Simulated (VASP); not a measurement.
**Mg: band structure with PBE**

Crystal: Mg.

```
Mg
1.0
     3.21168    0.00000    0.00000
    -1.60584    2.78139    0.00000
     0.00000    0.00000    5.12188
Mg
2
Cartesian
  0.0000 1.8543 1.2805
  1.6058 0.9271 3.8414
```

- Program: VASP 6.6.1
- Task: band structure
- Functional: PBE
- Potentials or basis: VASP PAW PBE potentials, release 64 (Mg)
- Cutoff: 520 eV
- k mesh: 15 × 15 × 7
- Occupations: methfessel-paxton, width 0.1 eV
- Spin: no spin polarisation
- Further INCAR settings: ALGO = Normal; EDIFF = 1e-07; NBANDS = 9

The pressure is 0.0 GPa. The band gap along the path is none (metal or under the smearing width).

Levels at the corners of the path, in eV from the Fermi level:
```
point  band 1  band 2  band 3  band 4  band 5
    Γ   -6.90   -1.55   -1.03   10.82   10.82
    M   -2.16   -2.15    2.74    3.11    3.46
    M   -2.16   -2.15    2.74    3.11    3.46
    K   -0.63   -0.63   -0.63    4.19    4.19
    K   -0.63   -0.63   -0.63    4.19    4.19
    Γ   -6.90   -1.55   -1.03   10.82   10.82
    Γ   -6.90   -1.55   -1.03   10.82   10.82
    A   -5.47   -5.47    5.36    5.36   11.58
    A   -5.47   -5.47    5.36    5.36   11.58
    L   -1.08   -1.08   -0.43   -0.43    7.97
    L   -1.08   -1.08   -0.43   -0.43    7.97
    H    0.20    0.20    0.70    0.70    1.54
    H    0.20    0.20    0.70    0.70    1.54
    A   -5.47   -5.47    5.36    5.36   11.58
    L   -1.08   -1.08   -0.43   -0.43    7.97
    M   -2.16   -2.15    2.74    3.11    3.46
    K   -0.63   -0.63   -0.63    4.19    4.19
    H    0.20    0.20    0.70    0.70    1.54
```

Core levels (eV, on the scale of the bands):
```
atom                          levels
1 Mg  1s -1253.0, 2s -73.4, 2p -40.1
2 Mg  1s -1253.0, 2s -73.4, 2p -40.1
```

Wall time 27 s on 1 thread of Intel(R) Xeon(R) Platinum 8259CL CPU @ 2.50GHz (Skylake/Cascade Lake), on a shared host, peak memory 0.21 GiB.
